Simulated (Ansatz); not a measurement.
# Hf2N: the cost of one run

Method: DFT PBE, scalar-relativistic, plane waves, PAW, in Ansatz 0.2.0.

## (1) Starting point

Symmetry: I4/mmm, No. 139, tetragonal system. Conventional cell: a = 3.856 Å, b = 3.856 Å, c = 6.324 Å, α = 90.00°, β = 90.00°, γ = 90.00°. Around Hf (site symmetry 4mm) lie 1 Hf at 1.18 Å. N (site symmetry 4/mmm) is surrounded by 10 Hf at 2.57 to 2.79 Å.

As a file:

```
Hf N
1.0
    -1.92790    1.92790    3.16196
     1.92790   -1.92790    3.16196
     1.92790    1.92790   -3.16196
Hf N
2 1
Cartesian
  0.0000 0.0000 3.7501
  0.0000 0.0000 2.5738
  0.0000 0.0000 0.0000
```

This is candidate A: anti-CaC2 type (I4/mmm, No. 139).

(A quick probe on a coarse mesh, which set the mesh and smearing, is not shown.)

## (3) Rough relaxation on the coarse mesh (candidate A)

input.yaml reads:

```yaml
crystal:
  lattice:
    - [-1.9279034249, 1.9279034249, 3.1619598588]
    - [1.9279034249, -1.9279034249, 3.1619598588]
    - [1.9279034249, 1.9279034249, -3.1619598588]
  atoms:
    - { symbol: Hf, position: [0.593, 0.593, 0.0] }
    - { symbol: Hf, position: [0.407, 0.407, 0.0] }
    - { symbol: "N", position: [0.0, 0.0, 0.0] }
basis:
  ecutwfc: 420
kpoints:
  mp_grid: { grid: [6, 6, 6] }
hamiltonian:
  xc: pbe
scf:
  occupations: { method: gaussian, width: 0.1 }
  lower_state_search: "off"
output:
  forces: true
  stress: true
  eigenvalues: true
relax:
  adjacent_minimum: "off"
  f_tol: 0.04
  max_steps: 70
  cell: { stress_tol: 0.4 }
```

The run is started by

```sh
ansatz run input.yaml --threads 1 --pin off --max-ram 2560MiB --backend cpu --events-out ev --progress --plain --runs-dir out
```

What time and memory should one allow on 1 thread of Intel Xeon 6975P-C (Granite Rapids), shared host?

About 46 s, with a peak of 0.43 GiB.
